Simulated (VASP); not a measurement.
# CdSe (Cadmoselite) (P6_3mc) in VASP: further runs, part 2 of 2

VASP 6.6.1.

### Step 3. Relaxation of cell and atoms, PBE+D3(BJ)

This run uses another cell than the first one, of 28.69 Å³/atom, 1.021 times its volume.

INCAR reads:

```
SYSTEM = CdSe
ALGO = Normal
EDIFF = 1E-7
EDIFFG = -0.005
ENCUT = 600
GGA = PE
IBRION = 2
ISIF = 3
ISMEAR = 0
IVDW = 12
LASPH = .True.
LCHARG = .False.
LREAL = .False.
LWAVE = .False.
NELM = 80
NSW = 90
PREC = Accurate
SIGMA = 0.03
```

KPOINTS reads:

```
k-points
0
Gamma
  9 9 4
  0 0 0
```

POSCAR reads:

```
CdSe                                    
1.0
    4.3273919423     -0.0000000000      0.0000000000
   -2.1636959711      3.7476313542      0.0000000000
    0.0000000000     -0.0000000000      7.0770570844
  Cd              Se            
     2     2
Direct
     0.3333333332999970    0.6666666667000030    0.0050042462507697
     0.6666666667000030    0.3333333332999970    0.5050042462507698
     0.3333333332999970    0.6666666667000030    0.3799957537492283
     0.6666666667000030    0.3333333332999970    0.8799957537492282
```

Potentials or basis: VASP PAW PBE potentials, release 64 (Cd, Se).

Started as:

```bash
> cat potpaw_PBE.64/Cd/POTCAR potpaw_PBE.64/Se/POTCAR > POTCAR
> mpirun -np 1 vasp_std > vasp.out
```

OUTCAR:

```text
SYSTEM = CdSe
   EDIFF = 1E-7
   EDIFFG = -0.005
   ENCUT = 600
   GGA = PE
   IBRION = 2
   ISIF = 3
   ISMEAR = 0
   IVDW = 12
   LASPH = .True.
   LREAL = .False.
   NELM = 80
   NSW = 90
   PREC = Accurate
 IVDW          = 12

 ion  position               nearest neighbor table
   1  0.333  0.667  0.005-   4 2.65   4 2.65   4 2.65   3 2.65
   2  0.667  0.333  0.505-   3 2.65   3 2.65   3 2.65   4 2.65
   3  0.333  0.667  0.380-   2 2.65   2 2.65   2 2.65   1 2.65
   4  0.667  0.333  0.880-   1 2.65   1 2.65   1 2.65   2 2.65

  LATTYP: Found a hexagonal cell.
 ALAT       =     4.3273919423
 C/A-ratio  =     1.6354093132

  Lattice vectors:

 A1 = (   4.3273919423,   0.0000000000,   0.0000000000)
 A2 = (  -2.1636959711,   3.7476313542,   0.0000000000)
 A3 = (   0.0000000000,   0.0000000000,   7.0770570844)

Analysis of symmetry for initial positions (statically):
=====================================================================
 Subroutine PRICEL returns:
 Original cell was already a primitive cell.

 Routine SETGRP: Setting up the symmetry group for a
 hexagonal supercell.

[... 231 lines left out ...]
 cond. band min:       1.4052950429   @ k =   0.0000   0.0000   0.0000
 fundamental gap:      0.6161234004
 Fermi energy:         0.9672732638

 k-point     1 :       0.0000    0.0000    0.0000
  band No.  band energies     occupation
      1     -11.7022      2.00000
      2     -11.3438      2.00000
      3      -7.0783      2.00000
      4      -7.0698      2.00000
      5      -7.0698      2.00000
      6      -7.0054      2.00000
[... 589 lines left out ...]
     21       5.4989      0.00000
     22       7.1876      0.00000

 [... further k-points ...]

------------------------ aborting loop because EDIFF is reached ----------------------------------------

 Edisp (eV)   -1.24535

 E8    (eV) :    -0.5322

  FORCE on cell =-STRESS in cart. coord.  units (eV):
  Direction    XX          YY          ZZ          XY          YZ          ZX
  --------------------------------------------------------------------------------------
  -------------------------------------------------------------------------------------
  Total      -0.00165    -0.00165    -0.00830    -0.00000    -0.00000     0.00000
  in kB      -0.02304    -0.02304    -0.11581    -0.00000    -0.00000     0.00000
  external pressure =       -0.05 kB  Pullay stress =        0.00 kB

 VOLUME and BASIS-vectors are now :
 -----------------------------------------------------------------------------
  energy-cutoff  :      600.00
  volume of cell :      114.84
      direct lattice vectors                 reciprocal lattice vectors
     4.328019722  0.000000000  0.000000000     0.231052552  0.133398253  0.000000000
    -2.164009861  3.748175028  0.000000000    -0.000000000  0.266796506  0.000000000
     0.000000000  0.000000000  7.079036703     0.000000000  0.000000000  0.141262158

 POSITION                                       TOTAL-FORCE (eV/Angst)
 -----------------------------------------------------------------------------------
     -0.00000      2.49878      0.03522        -0.000000      0.000000     -0.001376
      2.16401      1.24939      3.57474         0.000000     -0.000000     -0.001376
     -0.00000      2.49878      2.69021        -0.000000     -0.000000      0.001376
      2.16401      1.24939      6.22973         0.000000     -0.000000      0.001376
 -----------------------------------------------------------------------------------
    total drift:                               -0.000000      0.000000      0.000731

  FREE ENERGIE OF THE ION-ELECTRON SYSTEM (eV)
  ---------------------------------------------------
  free  energy   TOTEN  =       -12.2105532483 eV

  energy  without entropy=      -12.2105532483  energy(sigma->0) =      -12.21055325

 reached required accuracy - stopping structural energy minimisation
```

OSZICAR:

```text
N       E                     dE             d eps       ncg     rms          rms(c)
DAV:   1     0.263549832614E+03    0.26355E+03   -0.18678E+04  1584   0.165E+03
DAV:   2     0.306038443768E+01   -0.26049E+03   -0.25386E+03  1758   0.366E+02
DAV:   3    -0.115837659990E+02   -0.14644E+02   -0.14587E+02  1884   0.859E+01
DAV:   4    -0.117192971944E+02   -0.13553E+00   -0.13547E+00  1752   0.817E+00
[... 16 lines left out ...]
DAV:   3    -0.109652106778E+02    0.11007E-04   -0.28396E-05  1770   0.450E-02    0.229E-02
DAV:   4    -0.109652066802E+02    0.39976E-05   -0.31749E-06  1722   0.120E-02    0.316E-03
DAV:   5    -0.109652062107E+02    0.46946E-06   -0.86900E-07  1746   0.112E-02    0.173E-03
DAV:   6    -0.109652060991E+02    0.11160E-06   -0.96343E-08   840   0.305E-03    0.492E-04
DAV:   7    -0.109652061171E+02   -0.17947E-07   -0.60894E-09   816   0.587E-04
   2 F= -.12210553E+02 E0= -.12210553E+02  d E =-.507079E-05
```

CONTCAR:

```text
CdSe
   1.00000000000000
     4.3280197222312928    0.0000000000000084    0.0000000000000000
    -2.1640098610656318    3.7481750275684971    0.0000000000000000
     0.0000000000000000    0.0000000000000000    7.0790367033496580
  Cd              Se
     2     2
Direct
     0.3333333332999970    0.6666666667000030    0.0049753195880424
     0.6666666667000030    0.3333333332999970    0.5049753195880424
     0.3333333332999970    0.6666666667000030    0.3800246804119556
     0.6666666667000030    0.3333333332999970    0.8800246804119556

  0.00000000E+00  0.00000000E+00  0.00000000E+00
  0.00000000E+00  0.00000000E+00  0.00000000E+00
  0.00000000E+00  0.00000000E+00  0.00000000E+00
  0.00000000E+00  0.00000000E+00  0.00000000E+00
```

Run time: 88 s. Hardware: 1 thread of Intel Xeon 6975P-C (Granite Rapids), shared host; peak memory 0.34 GiB.

Results:

```yaml
Free_energy: -12.2106 eV
Relaxed_volume: 28.71 Å³/atom
Relaxed_cell: a = 4.328 Å, b = 4.328 Å, c = 7.079 Å, α = 90.00°, β = 90.00°, γ = 120.00°
Space_group_after_relaxing_to_0.05_Å: P6_3mc (No. 186)
Energy_gained_by_relaxing: 0.0 meV/atom
Ionic_steps: 2
Pressure_after_relaxing: 0.0 GPa
Band_gap_on_the_k_mesh: 0.62 eV, direct
Dispersion_energy_per_atom: -0.311 eV
```

Final structure:
```yaml
crystal:
  lattice:
    - [4.32802, 0.00000, 0.00000]
    - [-2.16401, 3.74818, 0.00000]
    - [0.00000, 0.00000, 7.07904]
  atoms:
    - { symbol: Cd, position: [0.33333, 0.66667, 0.00498] }
    - { symbol: Cd, position: [0.66667, 0.33333, 0.50498] }
    - { symbol: Se, position: [0.33333, 0.66667, 0.38002] }
    - { symbol: Se, position: [0.66667, 0.33333, 0.88002] }
```

### Step 4. Relaxation of shape and atoms at fixed volume, PBE+D3(BJ) (a relaxed cell with its volume scaled by 0.94)

INCAR reads:

```
SYSTEM = CdSe
ALGO = Fast
EDIFF = 1E-7
EDIFFG = -0.01
ENCUT = 600
GGA = PE
IBRION = 2
ISIF = 4
ISMEAR = 0
IVDW = 12
LASPH = .True.
LCHARG = .False.
LREAL = .False.
LWAVE = .False.
NELM = 80
NSW = 40
PREC = Accurate
SIGMA = 0.03
```

KPOINTS is that of step 3.

POSCAR reads:

```
CdSe                                    
1.0
    4.2396679981      0.0000000000      0.0000000000
   -2.1198339990      3.6716601900      0.0000000000
    0.0000000000      0.0000000000      6.9345260177
  Cd              Se            
     2     2
Direct
     0.3333333332999970    0.6666666667000030    0.0049753195880424
     0.6666666667000030    0.3333333332999970    0.5049753195880424
     0.3333333332999970    0.6666666667000030    0.3800246804119556
     0.6666666667000030    0.3333333332999970    0.8800246804119556
```

Started as:

```bash
> cat potpaw_PBE.64/Cd/POTCAR potpaw_PBE.64/Se/POTCAR > POTCAR
> mpirun -np 1 vasp_std > vasp.out
```

Run time: 53 s. Hardware: 1 thread of Intel Xeon 6975P-C (Granite Rapids), shared host; peak memory 0.32 GiB.

The run converged. Its results:

```
Free energy                  : -12.1364 eV
Pressure after relaxing      : 3.6 GPa
Largest force after relaxing : 0.008 eV/Å
Band gap on the k mesh       : 0.75 eV, direct
Dispersion energy per atom   : -0.334 eV
```

Forces in eV/Å, atoms in the order of the input:
```
Cd   0.000  0.000  0.008
Cd   0.000  0.000  0.008
Se   0.000  0.000 -0.008
Se   0.000  0.000 -0.008
```

Final structure:
```
CELL_PARAMETERS angstrom
4.23967 0.00000 0.00000
-2.11983 3.67166 0.00000
0.00000 0.00000 6.93453
ATOMIC_POSITIONS crystal
Cd 0.33333 0.66667 0.00498
Cd 0.66667 0.33333 0.50498
Se 0.33333 0.66667 0.38002
Se 0.66667 0.33333 0.88002
```

Levels at points of the mesh, in eV from the valence-band top:
| k point | band 16 | band 17 | band 18 | band 19 | band 20 | band 21 |
| --- | --- | --- | --- | --- | --- | --- |
| (0.00, 0.00, 0.00) | -0.07 | 0.00 | 0.00 | 0.75 | 2.26 | 5.86 |
| (0.00, 0.00, 0.50) | -0.43 | -0.43 | -0.43 | 2.46 | 2.46 | 5.91 |

Caveat: the relaxation stopped at its first step, so nothing moved.

### Step 5. Relaxation of shape and atoms at fixed volume, PBE+D3(BJ) (a relaxed cell with its volume scaled by 0.96)

INCAR is that of step 4.

KPOINTS is that of step 4.

Changes to POSCAR since step 4:

```diff
@@ -2,5 +2,5 @@
 1.0
-    4.2396679981      0.0000000000      0.0000000000
-   -2.1198339990      3.6716601900      0.0000000000
-    0.0000000000      0.0000000000      6.9345260177
+    4.2695257988      0.0000000000      0.0000000000
+   -2.1347628993      3.6975178039      0.0000000000
+    0.0000000000      0.0000000000      6.9833623170
   Cd              Se
```

Started as:

```bash
> cat potpaw_PBE.64/Cd/POTCAR potpaw_PBE.64/Se/POTCAR > POTCAR
> mpirun -np 1 vasp_std > vasp.out
```

Run time: 55 s. Hardware: 1 thread of Intel Xeon 6975P-C (Granite Rapids), shared host; peak memory 0.32 GiB.

Results (log left out):

| Property | Result |
| --- | --- |
| Free energy | -12.1785 eV |
| Pressure after relaxing | 2.2 GPa |
| Largest force after relaxing | 0.004 eV/Å |
| Band gap on the k mesh | 0.71 eV, direct |
| Dispersion energy per atom | -0.326 eV |

Forces in eV/Å, atoms in the order of the input:
```
Cd   0.000  0.000  0.004
Cd   0.000  0.000  0.004
Se   0.000  0.000 -0.004
Se   0.000  0.000 -0.004
```

Final structure:
```yaml
crystal:
  lattice:
    - [4.26953, 0.00000, 0.00000]
    - [-2.13476, 3.69752, 0.00000]
    - [0.00000, 0.00000, 6.98336]
  atoms:
    - { symbol: Cd, position: [0.33333, 0.66667, 0.00498] }
    - { symbol: Cd, position: [0.66667, 0.33333, 0.50498] }
    - { symbol: Se, position: [0.33333, 0.66667, 0.38002] }
    - { symbol: Se, position: [0.66667, 0.33333, 0.88002] }
```

Levels at points of the mesh, in eV from the valence-band top:
| k point | band 15 | band 16 | band 17 | band 18 | band 19 | band 20 | band 21 | band 22 |
| --- | --- | --- | --- | --- | --- | --- | --- | --- |
| (0.00, 0.00, 0.00) | -0.79 | -0.06 | 0.00 | 0.00 | 0.71 | 2.24 | 5.86 | 5.87 |
| (0.00, 0.00, 0.50) | -0.41 | -0.41 | -0.41 | -0.41 | 2.42 | 2.42 | 5.88 | 5.88 |

Caveat: the relaxation stopped at its first step, so nothing moved.

### Step 6. The runs side by side

| task | cell | gap on the mesh (eV) | pressure (GPa) |
| --- | --- | --- | --- |
| relaxation of cell and atoms | relaxed | 0.62 | 0.0 |
| relaxation of shape and atoms at fixed volume | atoms relaxed at fixed volume from: a relaxed cell with its volume scaled by 0.94 | 0.75 | 3.6 |
| relaxation of shape and atoms at fixed volume | atoms relaxed at fixed volume from: a relaxed cell with its volume scaled by 0.96 | 0.71 | 2.2 |

Alike in all rows: level PBE+D3(BJ); potentials or basis VASP PAW PBE potentials, release 64 (Cd, Se); no spin polarisation; k mesh 9 × 9 × 4; cutoff (eV) 600; smearing gaussian 0.03 eV.

Caveats: the relaxation stopped at its first step, so nothing moved (some runs).

Absolute energies hang on the potentials; compare differences alone.
